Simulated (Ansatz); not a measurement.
# AlAs (F-43m): thermal expansion from first principles, part 2 of 3

Aim: the lattice, expansion, heat capacity and bulk modulus of AlAs as it warms.

What experiment has found for this phase:
- heat capacity C_P per formula unit 45.8 J/mol/K and bulk modulus 77 GPa near room temperature (given in “High-Throughput Prediction of Finite-Temperature Properties using the Quasi-Harmonic Approximation”, 2016, arXiv:1603.06924)

Ansatz 0.2.0; DFT LDA, scalar-relativistic, plane waves, PAW.

So far. Step 2 (A first coarse run): The start is under -1.2 GPa at this level and looks like an insulator or semiconductor on this mesh. Step 4 (Tight relaxation): The residual pressure is -6.2e-5 GPa, small enough for phonons. The relaxed cell has a = 5.629 Å (conventional setting).

## 5. The quasi-harmonic study, cutoff 487.2 eV, k-mesh 8×8×8

The study relaxes the crystal at several strains, solves the phonons on some of them and minimises the free energy at each temperature (static energy, vibrations, the electrons in a metal, and PV under a set pressure); the q-mesh sets how far the force constants reach.

Contents of input.yaml:

```yaml
crystal:
  lattice:
    - [0.0, 2.8145445165, 2.8145445165]
    - [2.8145445165, 0.0, 2.8145445165]
    - [2.8145445165, 2.8145445165, 0.0]
  atoms:
    - { symbol: Al, position: [0.0, 0.0, 0.0] }
    - { symbol: As, position: [0.25, 0.25, 0.25] }
kpoints:
  mp_grid: { grid: [8, 8, 8] }
hamiltonian:
  xc: lda
scf:
  occupations: { method: fixed }
  lower_state_search: "off"
output:
  eigenvalues: true
phonons:
  method: dfpt
  qmesh: [2, 2, 2]
  temperatures: { t_max: 800.0, t_step: 50 }
  thermal_expansion: {}
```

Command:

```console
$ ansatz run input.yaml --threads 4 --pin off --max-ram 16384MiB --backend cpu --events-out ev --progress --plain --runs-dir out
```

Numbers of over 12 decimals in the logs are rounded to 6 here.

Log:

```text
Warning: phonons: the dynamical matrix that this run interpolates holds no multipole term above the dipole-dipole one, and a site of this crystal is no centre of inversion, so its interpolated transverse optical and acoustic branches and sound speeds can stay off near Gamma, and the density of states and the thermodynamics with them. What a run solves at a wave vector of phonons.qpoints, Gamma apart, where the deck admits one, is free of this, and under fd what a larger phonons.supercell samples
[...]
Crystal: 2 atoms, lattice volume = 44.592 Å³
Basis set: ecut = 487.2 eV, 1067 PW (Γ), exchange–correlation on 60×60×60 points (8 copies of the dense FFT grid, shifted against one another)
Bands: 13, of which v1, the nominal top of the filled ones, is band 9 counted from 1 (8 counted from 0)
Symmetry: 24 space group operations
[...]
k-points: 29 of 512 (time reversal used)
[...]
SCF iter   1: F=—  HF=-5287.492093 eV  |F-HF|=—  |Δ(HF+E_count)|=         —  Δρ=3.98e-3  dr2=3.76e-3  ethr=1.77e-3  ⟨swp⟩=4.9  Hψ=1963  notcnv=0  defer=50
[...]
SCF iter   8: F=-5287.490877 eV  HF=-5287.490877 eV  |F-HF|=1.36e-11  |Δ(HF+E_count)|=  7.28e-12  Δρ=2.26e-7  dr2=1.05e-11  ethr=1.00e-12  ⟨swp⟩=7.1  Hψ=2040  notcnv=0
SCF 1 converged in 8 iterations: F = -5287.490877 eV  dr2 = 1.05e-11
[...]
relax step   1: F+E_penalty+E_count = -5287.49087694 eV  Δ(F+E_penalty+E_count) = +0.000e0 eV  max|allowed force component| = 1.174e-16 eV/Å  Δτ_max = 0.0000 Å  (8 SCF iters, accepted)
SCF converged after 8 iterations
Free energy (F): -5287.490877 eV
[...]
Internal energy: -5287.490877 eV  (E = F + TS)
E sigma→0 (E₀):  -5287.490877 eV
Fermi energy:    6.306048 eV
[...]
--- Stress (GPa, compression-positive) ---
       -0.000727      -0.000000      -0.000000
        0.000000      -0.000727       0.000000
       -0.000000       0.000000      -0.000727
  P = ⅓ Tr σ = -0.0007 GPa (-0.007 kbar)
--- Band table (eV; the first three rows and the last of 29) ---
  k-point 0: bands = [... 5 lower, -5.6979, 6.3060, 6.3060, 6.3060, 8.2876, 10.6023, 10.6023, 10.6023]
  k-point 1: bands = [... 5 lower, -5.5427, 4.8470, 6.1434, 6.1434, 9.0569, 10.8864, 10.8864, 10.9903]
  k-point 2: bands = [... 5 lower, -5.1119, 2.8632, 5.8230, 5.8230, 8.8722, 11.2227, 11.2227, 12.7300]
  k-point 28: bands = [... 5 lower, -3.6657, 1.1726, 3.0529, 3.4214, 10.5670, 11.9652, 11.9915, 12.3130]
── thermal expansion: 3 new cells, 3 in all ──
thermal expansion: relaxation of cell 2
thermal expansion: relaxation of cell 3
── thermal expansion: 2 new cells, 5 in all ──
thermal expansion: relaxation of cell 4
thermal expansion: phonons of cell 4
thermal expansion: relaxation of cell 5
thermal expansion: phonons of cell 5
── thermal expansion: 5 new cells, 10 in all ──
thermal expansion: relaxation of cell 6
thermal expansion: relaxation of cell 7
thermal expansion: relaxation of cell 8
thermal expansion: relaxation of cell 9
thermal expansion: relaxation of cell 10
thermal expansion: phonons of cell 6
thermal expansion: phonons of cell 7
WARN: thermal expansion: narrow_supercell: the supercell is narrow for a crystal that has a band gap and may be polar, so the expansion can be far off: type phonons.supercell or phonons.qmesh [3, 3, 3] or more in a new run
--- Relaxed structure (1 steps of the walk, 1 accepted, 0 SCFs on fresh bases) ---
  F+E_penalty+E_count = -5287.49087694 eV   max|allowed force component| = 1.174e-16 eV/Å
  atoms:
    - { symbol: Al, position: [0.0, 0.0, 0.0] }
    - { symbol: As, position: [0.25, 0.25, 0.25] }
--- Thermal expansion: 10 cells in 3 rounds, 0 GPa ---
  no lower state was looked for at cell 4: scf.lower_state_search: off
  without vibrations: a 3.98036, b 3.98036, c 3.98036 Å, V 44.5913 Å³, B 75.57 GPa
  at 0 K: a 3.98585, b 3.98585, c 3.98585 Å, V 44.7764 Å³, B 74.50 GPa
  zero-point expansion: a +0.138, b +0.138, c +0.138, V +0.415 %
      T/K        a/Å        b/Å        c/Å       V/Å³ | expansion of a, b, c, V (1e-6/K)   | that of V in the mean from 25 °C | C_P, C_V (J/mol K of the cell) | B_T, B_S (GPa)
     0.00    3.98585    3.98585    3.98585    44.7764 |    0.00    0.00    0.00    0.00 |    1.82 |     0.000     0.000 |    74.50    74.50
   100.00    3.98543    3.98543    3.98543    44.7622 |   -0.86   -0.86   -0.86   -2.58 |    4.33 |    23.294    23.293 |    74.18    74.19
   200.00    3.98565    3.98565    3.98565    44.7696 |    1.70    1.70    1.70    5.11 |    7.06 |    38.191    38.181 |    73.40    73.42
   298.15    3.98657    3.98657    3.98657    44.8007 |    2.85    2.85    2.85    8.56 |       - |    43.877    43.835 |    72.51    72.58
   350.00    3.98720    3.98720    3.98720    44.8218 |    3.19    3.19    3.19    9.57 |    9.10 |    45.411    45.349 |    72.02    72.12
   450.00    3.98856    3.98856    3.98856    44.8678 |    3.61    3.61    3.61   10.83 |    9.86 |    47.148    47.047 |    71.08    71.23
   550.00    3.99006    3.99006    3.99006    44.9183 |    3.88    3.88    3.88   11.64 |   10.43 |    48.095    47.954 |    70.13    70.33
   650.00    3.99165    3.99165    3.99165    44.9720 |    4.08    4.08    4.08   12.24 |   10.87 |    48.673    48.491 |    69.18    69.44
   750.00    3.99331    3.99331    3.99331    45.0282 |    4.25    4.25    4.25   12.74 |   11.24 |    49.059    48.834 |    68.25    68.56
   800.00    3.99417    3.99417    3.99417    45.0572 |    4.32    4.32    4.32   12.96 |   11.41 |    49.207    48.960 |    67.78    68.12
  the static fit leaves 0.000 meV an atom of the energies and, of the stresses, 0.000 GPa of each cell's largest along a strain (root mean squares over the cells), whose Pulay part it has at -0.007 GPa
  vibrations' free energy: its fit passes through its cells
  the electrons' free energy at temperature is not in it: every band gap is over 0.83 eV
  free energies summed between the sampled wave vectors
  estimated error of the fitted expansion in any direction: up to 0.017e-6/K, at 600 K, with few degrees of freedom (an estimate, not a bound: it was exceeded on models of known expansion)
  by sums over the sampled wave vectors an expansion of the volume parts by up to 4.32e-6/K
  by a static energy of one degree less an expansion of the volume parts by up to 0.00e-6/K
  band gaps on the cells' k-points are 1.272 to 1.375 eV
  narrow_supercell: the supercell is narrow for a crystal that has a band gap and may be polar, so the expansion can be far off: type phonons.supercell or phonons.qmesh [3, 3, 3] or more in a new run
```

It took 96 s on 4 threads of Arm Neoverse V1, shared host; peak memory 0.73 GiB; 5.8 min of CPU time.

Numbers from this step:

- pressure: -7.27e-4 GPa
- volume expansion coefficient at 298 K: 8.559 1e-6/K
- C_P at 298 K: 21.94 J/mol-atom/K
- entropy at 298 K: 27.86 J/mol-atom/K
- isothermal bulk modulus at 298 K: 72.51 GPa
- Grüneisen parameter at 298 K: 0.3820
- volume at 298 K: 22.4 Å³/atom
- principal linear expansion coefficients at 298 K: 2.853, 2.853, 2.853 1e-6/K

Strained cells of the study; zero-point energy where phonons were solved; the pressures are stresses at a fixed cutoff and can carry an offset from the finite basis. Expansion cells, by row:

```tsv
cell	|a| (Å)	|b| (Å)	|c| (Å)	V (Å³/atom)	E - E_lowest (meV/atom)	pressure, compression positive (GPa)	gap (eV)	zero-point energy (meV/atom)
1	3.98	3.98	3.98	22.3	0	-0.008	1.323	-
2	4.012	4.012	4.012	22.84	2.954	-1.724	1.362	-
3	3.949	3.949	3.949	21.77	3.057	1.892	1.282	-
4	3.981	3.981	3.981	22.3	0	-0.023	1.324	44.22
5	4.001	4.001	4.001	22.64	1.197	-1.117	1.348	43.57
6	3.99	3.99	3.99	22.46	0.27	-0.543	1.335	43.91
7	4.009	4.009	4.009	22.77	2.317	-1.536	1.358	43.31
8	3.941	3.941	3.941	21.64	4.747	2.384	1.272	-
9	3.961	3.961	3.961	21.97	1.157	1.143	1.298	-
10	4.023	4.023	4.023	23.01	5.137	-2.241	1.375	-
```

Quasi-harmonic; a, b, c are the run's own cell vectors. Expansion, by row:

```tsv
T (K)	a (Å)	b (Å)	c (Å)	alpha (deg)	beta (deg)	gamma (deg)	cell volume (Å³/cell)	alpha_a (1e-6/K)	alpha_b (1e-6/K)	alpha_c (1e-6/K)	alpha_V (1e-6/K)	C_P (J/mol-atom/K)	C_V (J/mol-atom/K)	S (J/mol-atom/K)	B_T (GPa)	B_S (GPa)	Grueneisen	extrapolation	fit error (1e-6/K)
0	3.986	3.986	3.986	60	60	60	44.78	0	0	0	0	0	0	0	74.5	74.5	-	0	0
50	3.986	3.986	3.986	60	60	60	44.77	-1.59	-1.59	-1.59	-4.77	5.644	5.643	3.059	74.42	74.44	-0.849	0	0
100	3.985	3.985	3.985	60	60	60	44.76	-0.86	-0.86	-0.86	-2.58	11.65	11.65	8.887	74.18	74.19	-0.222	0	0
150	3.985	3.985	3.985	60	60	60	44.76	0.62	0.62	0.62	1.87	16.21	16.2	14.53	73.82	73.83	0.115	0	0
200	3.986	3.986	3.986	60	60	60	44.77	1.7	1.7	1.7	5.11	19.1	19.09	19.62	73.4	73.42	0.265	0	0
250	3.986	3.986	3.986	60	60	60	44.78	2.4	2.4	2.4	7.21	20.86	20.85	24.09	72.95	73	0.34	0	0.01
298.1	3.987	3.987	3.987	60	60	60	44.8	2.85	2.85	2.85	8.56	21.94	21.92	27.86	72.51	72.58	0.382	0	0.01
300	3.987	3.987	3.987	60	60	60	44.8	2.87	2.87	2.87	8.6	21.97	21.95	28	72.49	72.56	0.383	0	0.01
350	3.987	3.987	3.987	60	60	60	44.82	3.19	3.19	3.19	9.57	22.71	22.67	31.45	72.02	72.12	0.41	0	0.01
400	3.988	3.988	3.988	60	60	60	44.84	3.43	3.43	3.43	10.28	23.21	23.17	34.51	71.55	71.68	0.429	0	0.01
450	3.989	3.989	3.989	60	60	60	44.87	3.61	3.61	3.61	10.83	23.57	23.52	37.27	71.08	71.23	0.442	0	0.01
500	3.989	3.989	3.989	60	60	60	44.89	3.76	3.76	3.76	11.27	23.84	23.78	39.77	70.6	70.78	0.452	0	0.02
550	3.99	3.99	3.99	60	60	60	44.92	3.88	3.88	3.88	11.64	24.05	23.98	42.05	70.13	70.33	0.46	0	0.02
600	3.991	3.991	3.991	60	60	60	44.94	3.99	3.99	3.99	11.96	24.21	24.13	44.15	69.66	69.89	0.467	0	0.02
650	3.992	3.992	3.992	60	60	60	44.97	4.08	4.08	4.08	12.24	24.34	24.25	46.09	69.18	69.44	0.473	0	0.02
700	3.992	3.992	3.992	60	60	60	45	4.17	4.17	4.17	12.5	24.44	24.34	47.9	68.71	69	0.478	0	0.02
750	3.993	3.993	3.993	60	60	60	45.03	4.25	4.25	4.25	12.74	24.53	24.42	49.59	68.25	68.56	0.483	0	0.02
800	3.994	3.994	3.994	60	60	60	45.06	4.32	4.32	4.32	12.96	24.6	24.48	51.17	67.78	68.12	0.487	0	0.01
```

Expansion coefficient against temperature; values in 1e-6/K:

```tsv
temperature (K)	volume	principal 1
0	0	0
50	-4.77	-1.59
100	-2.58	-0.86
150	1.87	0.62
200	5.11	1.7
250	7.21	2.4
298	8.56	2.85
300	8.6	2.87
350	9.57	3.19
400	10.3	3.43
450	10.8	3.61
500	11.3	3.76
550	11.6	3.88
600	12.0	3.99
650	12.2	4.08
700	12.5	4.17
750	12.7	4.25
800	13.0	4.32
```

At 298 K the volume expansion is 8.56 × 10⁻⁶/K and B_T is 72.5 GPa. The log warns that this q-mesh is too narrow, so the figure can be far off. The program raised the cutoff to 487.2 eV by itself: with no cutoff typed, the study takes about 1.16 times the default for its relaxations and scales it with the volume for the phonons.

## 6. The quasi-harmonic study, k-mesh 4×4×4, q-mesh 4×4×4

The study relaxes the crystal at several strains, solves the phonons on some of them and minimises the free energy at each temperature (static energy, vibrations, the electrons in a metal, and PV under a set pressure); the q-mesh sets how far the force constants reach.

input.yaml, as its differences from that of step 5:

```diff
@@ -9,3 +9,3 @@
 kpoints:
-  mp_grid: { grid: [8, 8, 8] }
+  mp_grid: { grid: [4, 4, 4] }
 hamiltonian:
@@ -19,3 +19,3 @@
   method: dfpt
-  qmesh: [2, 2, 2]
+  qmesh: [4, 4, 4]
   temperatures: { t_max: 800.0, t_step: 50 }
```

Log:

```text
[...]
Crystal: 2 atoms, lattice volume = 44.592 Å³
Basis set: ecut = 487.2 eV, 1067 PW (Γ), exchange–correlation on 60×60×60 points (8 copies of the dense FFT grid, shifted against one another)
Bands: 13, of which v1, the nominal top of the filled ones, is band 9 counted from 1 (8 counted from 0)
Symmetry: 24 space group operations
[...]
k-points: 8 of 64 (time reversal used)
[...]
SCF iter   1: F=—  HF=-5287.369277 eV  |F-HF|=—  |Δ(HF+E_count)|=         —  Δρ=3.70e-3  dr2=3.47e-3  ethr=1.77e-3  ⟨swp⟩=4.8  Hψ=541  notcnv=0  defer=12
[...]
SCF iter   8: F=-5287.367559 eV  HF=-5287.367559 eV  |F-HF|=1.18e-11  |Δ(HF+E_count)|=  6.18e-11  Δρ=1.33e-7  dr2=4.46e-12  ethr=1.00e-12  ⟨swp⟩=5.8  Hψ=470  notcnv=0
SCF 1 converged in 8 iterations: F = -5287.367559 eV  dr2 = 4.46e-12
[...]
relax step   1: F+E_penalty+E_count = -5287.36755899 eV  Δ(F+E_penalty+E_count) = +0.000e0 eV  max|allowed force component| = 1.087e-16 eV/Å  Δτ_max = 0.0000 Å  (8 SCF iters, accepted)
SCF converged after 8 iterations
Free energy (F): -5287.367559 eV
[...]
Internal energy: -5287.367559 eV  (E = F + TS)
E sigma→0 (E₀):  -5287.367559 eV
Fermi energy:    6.347997 eV
[...]
--- Stress (GPa, compression-positive) ---
        0.292544       0.000000      -0.000000
       -0.000000       0.292544       0.000000
       -0.000000       0.000000       0.292544
  P = ⅓ Tr σ = 0.2925 GPa (2.925 kbar)
--- Band table (eV; the first three rows and the last of 8) ---
  k-point 0: bands = [... 5 lower, -5.6590, 6.3480, 6.3480, 6.3480, 8.3137, 10.6114, 10.6114, 10.6114]
  k-point 1: bands = [... 5 lower, -5.0703, 2.8912, 5.8615, 5.8615, 8.8886, 11.2334, 11.2334, 12.7564]
  k-point 2: bands = [... 5 lower, -4.2068, 0.6686, 5.5121, 5.5121, 8.4033, 10.9810, 10.9810, 13.9429]
  k-point 7: bands = [... 5 lower, -3.6128, 1.1921, 3.0791, 3.4443, 10.5848, 11.9892, 12.0007, 12.3260]
── thermal expansion: 3 new cells, 3 in all ──
thermal expansion: relaxation of cell 2
thermal expansion: relaxation of cell 3
── thermal expansion: 2 new cells, 5 in all ──
thermal expansion: relaxation of cell 4
thermal expansion: phonons of cell 4
thermal expansion: relaxation of cell 5
thermal expansion: phonons of cell 5
── thermal expansion: 5 new cells, 10 in all ──
thermal expansion: relaxation of cell 6
thermal expansion: relaxation of cell 7
thermal expansion: relaxation of cell 8
thermal expansion: relaxation of cell 9
thermal expansion: relaxation of cell 10
thermal expansion: phonons of cell 6
thermal expansion: phonons of cell 7
--- Relaxed structure (1 steps of the walk, 1 accepted, 0 SCFs on fresh bases) ---
  F+E_penalty+E_count = -5287.36755899 eV   max|allowed force component| = 1.087e-16 eV/Å
  atoms:
    - { symbol: Al, position: [0.0, 0.0, 0.0] }
    - { symbol: As, position: [0.25, 0.25, 0.25] }
--- Thermal expansion: 10 cells in 3 rounds, 0 GPa ---
  no lower state was looked for at cell 4: scf.lower_state_search: off
  without vibrations: a 3.98545, b 3.98545, c 3.98545 Å, V 44.7627 Å³, B 75.76 GPa
  at 0 K: a 3.99118, b 3.99118, c 3.99118 Å, V 44.9563 Å³, B 74.70 GPa
  zero-point expansion: a +0.144, b +0.144, c +0.144, V +0.433 %
[...]
0.00    3.99118    3.99118    3.99118    44.9563 |    0.00    0.00    0.00    0.00 |    5.31 |     0.000     0.000 |    74.70    74.70
   100.00    3.99107    3.99107    3.99107    44.9523 |    0.38    0.38    0.38    1.15 |    8.43 |    23.366    23.366 |    74.47    74.47
   200.00    3.99182    3.99182    3.99182    44.9778 |    3.09    3.09    3.09    9.27 |   11.25 |    38.474    38.440 |    73.77    73.84
   298.15    3.99329    3.99329    3.99329    45.0275 |    4.26    4.26    4.26   12.77 |       - |    44.104    44.007 |    72.96    73.12
   350.00    3.99421    3.99421    3.99421    45.0586 |    4.60    4.60    4.60   13.80 |   13.32 |    45.618    45.487 |    72.51    72.72
   450.00    3.99614    3.99614    3.99614    45.1240 |    5.02    5.02    5.02   15.07 |   14.10 |    47.339    47.140 |    71.64    71.94
   550.00    3.99821    3.99821    3.99821    45.1940 |    5.30    5.30    5.30   15.90 |   14.68 |    48.289    48.021 |    70.77    71.16
   650.00    4.00037    4.00037    4.00037    45.2674 |    5.51    5.51    5.51   16.52 |   15.14 |    48.880    48.542 |    69.89    70.38
   750.00    4.00261    4.00261    4.00261    45.3434 |    5.68    5.68    5.68   17.04 |   15.52 |    49.283    48.873 |    69.02    69.60
   800.00    4.00375    4.00375    4.00375    45.3823 |    5.76    5.76    5.76   17.27 |   15.70 |    49.443    48.995 |    68.58    69.21
[...]
vibrations' free energy: its fit passes through its cells
  the electrons' free energy at temperature is not in it: every band gap is over 0.83 eV
  free energies summed between the sampled wave vectors
[...]
band gaps on the cells' k-points are 1.241 to 1.343 eV
```

Run time: 95 s. Hardware: 4 threads; peak memory 0.55 GiB.

A gap read on the k-mesh alone can miss the band edges.

This step gave:

| Property | Result |
| --- | --- |
| pressure | 0.2925 GPa |
| gap on the k-mesh | 1.286 eV |
| volume expansion coefficient at 298 K | 12.77 1e-6/K |
| C_P at 298 K | 22.05 J/mol-atom/K |
| entropy at 298 K | 27.37 J/mol-atom/K |
| isothermal bulk modulus at 298 K | 72.96 GPa |
| Grüneisen parameter at 298 K | 0.5742 |
| volume at 298 K | 22.51 Å³/atom |
| principal linear expansion coefficients at 298 K | 4.258, 4.258, 4.258 1e-6/K |

Strained cells of the study; zero-point energy where phonons were solved; the pressures are stresses at a fixed cutoff and can carry an offset from the finite basis. Expansion cells, by row:

```tsv
cell	|a| (Å)	|b| (Å)	|c| (Å)	V (Å³/atom)	E - E_lowest (meV/atom)	pressure, compression positive (GPa)	gap (eV)	zero-point energy (meV/atom)
1	3.98	3.98	3.98	22.3	0.079	0.285	1.286	-
2	4.012	4.012	4.012	22.84	2.1	-1.464	1.325	-
3	3.949	3.949	3.949	21.77	4.155	2.221	1.244	-
4	3.986	3.986	3.986	22.39	0	-0.022	1.292	43.93
5	4.006	4.006	4.006	22.72	1.204	-1.119	1.317	43.25
6	3.995	3.995	3.995	22.54	0.272	-0.543	1.304	43.61
7	4.014	4.014	4.014	22.86	2.329	-1.538	1.327	42.98
8	3.946	3.946	3.946	21.73	4.783	2.391	1.241	-
9	3.966	3.966	3.966	22.05	1.166	1.147	1.267	-
10	4.028	4.028	4.028	23.1	5.168	-2.246	1.343	-
```

Quasi-harmonic; a, b, c are the run's own cell vectors. Expansion, by row:

```tsv
T (K)	a (Å)	b (Å)	c (Å)	alpha (deg)	beta (deg)	gamma (deg)	cell volume (Å³/cell)	alpha_a (1e-6/K)	alpha_b (1e-6/K)	alpha_c (1e-6/K)	alpha_V (1e-6/K)	C_P (J/mol-atom/K)	C_V (J/mol-atom/K)	S (J/mol-atom/K)	B_T (GPa)	B_S (GPa)	Grueneisen	extrapolation	fit error (1e-6/K)
0	3.991	3.991	3.991	60	60	60	44.96	0	0	0	0	0	0	0	74.7	74.7	-	0	0
50	3.991	3.991	3.991	60	60	60	44.95	-0.69	-0.69	-0.69	-2.06	5.291	5.291	2.542	74.66	74.67	-0.394	0	0
100	3.991	3.991	3.991	60	60	60	44.95	0.38	0.38	0.38	1.15	11.68	11.68	8.263	74.47	74.47	0.099	0	0
150	3.991	3.991	3.991	60	60	60	44.96	1.98	1.98	1.98	5.93	16.34	16.34	13.95	74.15	74.18	0.364	0	0
200	3.992	3.992	3.992	60	60	60	44.98	3.09	3.09	3.09	9.27	19.24	19.22	19.08	73.77	73.84	0.482	0	0.01
250	3.993	3.993	3.993	60	60	60	45	3.8	3.8	3.8	11.41	20.99	20.95	23.58	73.36	73.48	0.541	0	0.01
298.1	3.993	3.993	3.993	60	60	60	45.03	4.26	4.26	4.26	12.77	22.05	22	27.37	72.96	73.12	0.574	0	0.01
300	3.993	3.993	3.993	60	60	60	45.03	4.27	4.27	4.27	12.82	22.09	22.04	27.51	72.94	73.1	0.575	0	0.01
350	3.994	3.994	3.994	60	60	60	45.06	4.6	4.6	4.6	13.8	22.81	22.74	30.97	72.51	72.72	0.597	0	0.01
400	3.995	3.995	3.995	60	60	60	45.09	4.84	4.84	4.84	14.51	23.31	23.23	34.05	72.08	72.33	0.612	0	0.02
450	3.996	3.996	3.996	60	60	60	45.12	5.02	5.02	5.02	15.07	23.67	23.57	36.82	71.64	71.94	0.622	0	0.02
500	3.997	3.997	3.997	60	60	60	45.16	5.17	5.17	5.17	15.52	23.94	23.82	39.33	71.21	71.55	0.631	0	0.02
550	3.998	3.998	3.998	60	60	60	45.19	5.3	5.3	5.3	15.9	24.14	24.01	41.62	70.77	71.16	0.638	0	0.01
600	3.999	3.999	3.999	60	60	60	45.23	5.41	5.41	5.41	16.23	24.31	24.16	43.73	70.33	70.77	0.643	0	0.01
650	4	4	4	60	60	60	45.27	5.51	5.51	5.51	16.52	24.44	24.27	45.68	69.89	70.38	0.648	0	0.01
700	4.001	4.001	4.001	60	60	60	45.31	5.6	5.6	5.6	16.79	24.55	24.36	47.49	69.45	69.99	0.653	0	0.01
750	4.003	4.003	4.003	60	60	60	45.34	5.68	5.68	5.68	17.04	24.64	24.44	49.19	69.02	69.6	0.657	0	0.02
800	4.004	4.004	4.004	60	60	60	45.38	5.76	5.76	5.76	17.27	24.72	24.5	50.78	68.58	69.21	0.661	0	0.02
```

The expansion coefficient by temperature; values in 1e-6/K:

```tsv
temperature (K)	volume	principal 1
0	0	0
50	-2.06	-0.69
100	1.15	0.38
150	5.93	1.98
200	9.27	3.09
250	11.4	3.8
298	12.8	4.26
300	12.8	4.27
350	13.8	4.6
400	14.5	4.84
450	15.1	5.02
500	15.5	5.17
550	15.9	5.3
600	16.2	5.41
650	16.5	5.51
700	16.8	5.6
750	17.0	5.68
800	17.3	5.76
```

Changing the q-mesh (2×2×2 → 4×4×4) and the k-mesh (8×8×8 → 4×4×4) takes the volume expansion at 298 K from 8.56 to 12.8 × 10⁻⁶/K and B_T from 72.5 to 73.0 GPa.

(Continued in part 3 of 3.)

[Logs are printed without paths, hosts, clocks, repeated set-up lines and the standing remarks that a program may print on its own settings, such as how far it seeks lower states.]

[Hosts, paths, dates, database ids (printed as entryN), source tags and the programs' standing remarks are cut or masked in the printed files.]

[A step with changed settings may run another functional than the one named; its input shows which.]
